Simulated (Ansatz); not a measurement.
# Bands of O

```
CELL_PARAMETERS angstrom
2.56100 0.00000 0.00000
-1.28050 2.21789 0.00000
0.00000 0.00000 6.57500
ATOMIC_POSITIONS crystal
O 0.33333 0.66667 0.16100
O 0.66667 0.33333 0.66100
O 0.33333 0.66667 0.33900
O 0.66667 0.33333 0.83900
```

Atom numbers follow the list: O1, O2, O3, O4.

The geometry is COD entry 9017498, unchecked; take it as a test cell.

Solid oxygen carries moments on its molecules; these runs leave spin out.

These are results of DFT, PBE, all-electron LAPW, scalar-relativistic (Ansatz 0.2.0), not measurements.

Numerical set-up: a Γ-centred 13×13×5 k mesh, Fermi–Dirac smearing of 0.03 eV, basis error target 1 meV/atom, no spin polarisation.

Points in fractions of the reciprocal vectors of this cell: Γ (0, 0, 0), M (0.5, 0, 0), K (0.333, 0.333, 0), A (0, 0, 0.5), L (0.5, 0, 0.5), H (0.333, 0.333, 0.5). The path joins them by straight lines in the order Γ–M–K–Γ–A–L–H–A–L; legs that retrace an earlier one aren't tabulated. Energies are in eV from the Fermi level.

**Question.** Metal or insulator at this level of theory?

**Answer.** No gap opens: metallic or semimetallic.

**Question.** Tabulate bands 14 to 18, counted from the lowest band of the run, along the path.

**Answer.** 
| k (1/Å) | point | band 14 | band 15 | band 16 | band 17 | band 18 |
| --- | --- | --- | --- | --- | --- | --- |
| 0.00 | Γ | -6.15 | 1.02 | 1.02 | 1.30 | 1.30 |
| 0.20 |  | -6.18 | 0.85 | 0.97 | 1.14 | 1.28 |
| 0.40 |  | -6.28 | 0.39 | 0.72 | 0.85 | 1.23 |
| 0.61 |  | -6.42 | -0.28 | 0.15 | 0.69 | 1.15 |
| 0.81 |  | -6.57 | -1.02 | -0.45 | 0.52 | 1.06 |
| 1.01 |  | -6.70 | -1.68 | -0.99 | 0.38 | 0.98 |
| 1.21 |  | -6.79 | -2.13 | -1.36 | 0.28 | 0.91 |
| 1.42 | M | -6.83 | -2.30 | -1.49 | 0.25 | 0.89 |
| 1.53 |  | -6.87 | -2.27 | -1.48 | 0.19 | 0.85 |
| 1.65 |  | -7.01 | -2.21 | -1.42 | 0.05 | 0.71 |
| 1.77 |  | -7.19 | -2.11 | -1.34 | -0.18 | 0.50 |
| 1.88 |  | -7.25 | -1.98 | -1.23 | -0.44 | 0.25 |
| 2.00 |  | -7.29 | -1.83 | -1.10 | -0.71 | -0.02 |
| 2.12 |  | -7.34 | -1.69 | -0.99 | -0.91 | -0.24 |
| 2.23 | K | -7.39 | -1.63 | -0.97 | -0.97 | -0.34 |
| 2.47 |  | -7.25 | -1.69 | -1.16 | -0.64 | -0.09 |
| 2.70 |  | -7.09 | -1.52 | -1.19 | -0.16 | 0.30 |
| 2.94 |  | -6.90 | -1.03 | -0.90 | 0.29 | 0.67 |
| 3.17 |  | -6.62 | -0.35 | -0.32 | 0.64 | 0.96 |
| 3.40 |  | -6.36 | 0.29 | 0.43 | 0.89 | 1.16 |
| 3.64 |  | -6.20 | 0.81 | 0.93 | 1.11 | 1.27 |
| 3.87 | Γ | -6.15 | 1.02 | 1.02 | 1.30 | 1.30 |
| 3.94 |  | -6.15 | 1.02 | 1.02 | 1.29 | 1.29 |
| 4.01 |  | -6.16 | 1.03 | 1.03 | 1.28 | 1.28 |
| 4.07 |  | -6.16 | 1.05 | 1.05 | 1.27 | 1.27 |
| 4.14 |  | -6.17 | 1.07 | 1.07 | 1.24 | 1.24 |
| 4.21 |  | -6.19 | 1.10 | 1.10 | 1.22 | 1.22 |
| 4.28 |  | -6.20 | 1.13 | 1.13 | 1.19 | 1.19 |
| 4.35 | A | -6.21 | 1.16 | 1.16 | 1.16 | 1.16 |
| 4.55 |  | -6.25 | 1.00 | 1.00 | 1.13 | 1.13 |
| 4.75 |  | -6.36 | 0.58 | 0.58 | 1.04 | 1.04 |
| 4.95 |  | -6.51 | -0.01 | -0.01 | 0.92 | 0.92 |
| 5.16 |  | -6.68 | -0.66 | -0.66 | 0.79 | 0.79 |
| 5.36 |  | -6.83 | -1.23 | -1.23 | 0.68 | 0.68 |
| 5.56 |  | -6.93 | -1.63 | -1.63 | 0.60 | 0.60 |
| 5.76 | L | -6.96 | -1.77 | -1.77 | 0.57 | 0.57 |
| 5.88 |  | -7.02 | -1.75 | -1.75 | 0.52 | 0.52 |
| 6.00 |  | -7.18 | -1.69 | -1.69 | 0.38 | 0.38 |
| 6.11 |  | -7.41 | -1.60 | -1.60 | 0.16 | 0.16 |
| 6.23 |  | -7.60 | -1.47 | -1.47 | -0.10 | -0.10 |
| 6.35 |  | -7.67 | -1.31 | -1.31 | -0.39 | -0.39 |
| 6.47 |  | -7.68 | -1.14 | -1.14 | -0.66 | -0.66 |
| 6.58 | H | -7.69 | -0.99 | -0.99 | -0.84 | -0.84 |
| 6.82 |  | -7.68 | -1.22 | -1.22 | -0.45 | -0.45 |
| 7.05 |  | -7.65 | -1.18 | -1.18 | 0.01 | 0.01 |
| 7.28 |  | -7.16 | -0.82 | -0.82 | 0.43 | 0.43 |
| 7.52 |  | -6.73 | -0.23 | -0.23 | 0.76 | 0.76 |
| 7.75 |  | -6.43 | 0.43 | 0.43 | 0.99 | 0.99 |
| 7.98 |  | -6.27 | 0.96 | 0.96 | 1.12 | 1.12 |
| 8.22 | A | -6.21 | 1.16 | 1.16 | 1.16 | 1.16 |
